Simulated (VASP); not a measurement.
A run of VASP 6.6.1 is set up as follows.

INCAR

```
SYSTEM = Lu
ALGO = Normal
EDIFF = 1E-6
EDIFFG = -0.01
ENCUT = 600
IBRION = 2
ISIF = 3
ISMEAR = 1
LASPH = .TRUE.
LCHARG = .FALSE.
LMIXTAU = .TRUE.
LREAL = .FALSE.
LWAVE = .FALSE.
METAGGA = R2SCAN
NELM = 80
NSW = 90
PREC = Accurate
SIGMA = 0.1
```

The input KPOINTS:

```
k-points
0
G
  12 12 7
  0 0 0
```

Contents of POSCAR:

```
Lu
1.0
    3.5031000000      0.0000000000      0.0000000000
   -1.7515500000      3.0337735920      0.0000000000
    0.0000000000      0.0000000000      5.5509000000
Lu
2
Direct
    0.3333333333      0.6666666667      0.2500000000
    0.6666666667      0.3333333333      0.7500000000
```

Potentials or basis: VASP PAW PBE potentials, release 64 (Lu).

Run with:

```sh
$ cat potpaw_PBE.64/Lu/POTCAR > POTCAR
$ mpirun -np 1 vasp_std > vasp.out
```

(1) What does it give for the relaxed cell?

(2) Predict the band gap on the k mesh.

(3) Predict the space group after relaxing (to 0.05 Å).

(4) Predict the relaxed volume.

Results:

(1) a = 3.514 Å, b = 3.514 Å, c = 5.459 Å, α = 90.00°, β = 90.00°, γ = 120.00°.

(2) none (metal or under the smearing width).

(3) P6_3/mmc (No. 194).

(4) 29.18 Å³/atom.

Caveat: the PAW data sets were made with another functional, which shifts forces and pressure a little.
